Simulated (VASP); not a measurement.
Crystal: La2O3.

```
La O
1.0
     3.93078    0.00000    0.00000
    -1.96539    3.40415    0.00000
     0.00000    0.00000    6.11195
La O
2 3
Direct
  0.66667 0.33333 0.75376
  0.33333 0.66667 0.24624
  0.66667 0.33333 0.35411
  0.33333 0.66667 0.64589
  0.00000 0.00000 0.00000
```

The cell is a database's computed one.

```yaml
Program: VASP 6.6.1
Task: relaxation of cell and atoms
Functional: RPBE
Potentials_or_basis: VASP PAW PBE potentials, release 64 (La, O)
Cutoff: 600 eV
k_mesh: 9 × 9 × 5
Occupations: gaussian, width 0.03 eV
Spin: no spin polarisation
```

At the start: pressure 4.5 GPa; volume 16.36 Å³/atom.

Question: Where does the relaxation end?

Answer: Over 10 steps the energy falls by 9.5 meV/atom and the volume is 17.04 Å³/atom (+4.2 %); space group P-3m1 (No. 164, to 0.05 Å).

Step by step:
| step | energy change (eV) | largest force (eV/Å) | pressure (GPa) | volume (Å³) |
| --- | --- | --- | --- | --- |
| 1 | 0.0000 | 0.0384 | 4.51 | 81.78 |
| 2 | -0.0099 | 0.4385 | -3.47 | 87.36 |
| 3 | -0.0397 | 0.2282 | -0.01 | 84.70 |
| 4 | -0.0449 | 0.0512 | -0.01 | 84.97 |
| 5 | -0.0458 | 0.0611 | -0.01 | 85.14 |
| 6 | -0.0469 | 0.0454 | -0.02 | 85.19 |
| 7 | -0.0473 | 0.0317 | -0.02 | 85.23 |
| 8 | -0.0473 | 0.0297 | -0.01 | 85.23 |
| 9 | -0.0474 | 0.0184 | 0.02 | 85.22 |
| 10 | -0.0475 | 0.0046 | 0.05 | 85.19 |

Final structure:
```cif
data_structure
_symmetry_space_group_name_H-M 'P 1'
_symmetry_Int_Tables_number 1
_cell_length_a 3.9588
_cell_length_b 3.9588
_cell_length_c 6.2768
_cell_angle_alpha 90.000
_cell_angle_beta 90.000
_cell_angle_gamma 120.000
_cell_volume 85.19
loop_
_atom_site_label
_atom_site_type_symbol
_atom_site_fract_x
_atom_site_fract_y
_atom_site_fract_z
_atom_site_occupancy
La1 La 0.66667 0.33333 0.75142 1
La2 La 0.33333 0.66667 0.24858 1
O1 O 0.66667 0.33333 0.35489 1
O2 O 0.33333 0.66667 0.64511 1
O3 O 0.00000 0.00000 0.00000 1
```

Caveat: the PAW data sets were made with another functional, which shifts forces and pressure a little.
